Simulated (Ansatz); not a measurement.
Runs of Ansatz 0.2.0 on Pd. Symmetry: P6_3/mmc, No. 194, hexagonal system. Conventional cell: a = 2.784 Å, b = 2.784 Å, c = 4.629 Å, α = 90.00°, β = 90.00°, γ = 120.00°. Pd (site symmetry -6m2) has 12 Pd at 2.78 to 2.82 Å as nearest neighbours. This isn't the form of Pd at room conditions, which is fcc.

| level | spin | k mesh | cutoff (eV) | mesh quality | gap on the mesh (eV) | pressure (GPa) |
| --- | --- | --- | --- | --- | --- | --- |
| PBEsol | off | 6 × 6 × 4 | 420 | coarse | none | -10.9 |
| r2SCAN | off | 6 × 6 × 4 | 500 | coarse | none | -6.5 |
| r2SCAN | SOC, no magnetisation | 11 × 11 × 6 | 500 | not flagged | none | (b) |
| LDA | off | 6 × 6 × 4 | 420 | coarse | none | -16.2 |
| r2SCAN | off | 11 × 11 × 6 | 500 | not flagged | none | (a) |

Alike in all rows: task band structure; potentials or basis Ansatz PAW; cell as given; smearing fermi-dirac 0.05 eV.

Q: Fill in the values left out.

A: (a) -5.6; (b) -5.5.

Caveats: some runs use coarse meshes; the PAW data sets come from PBE, with cores solved anew for the run's functional, which leaves a small shift of forces and pressure.

A k mesh can miss the band edges, and rows without SOC leave out spin-orbit coupling on Pd.

A gap of «none» marks a metal or a gap under the smearing width.
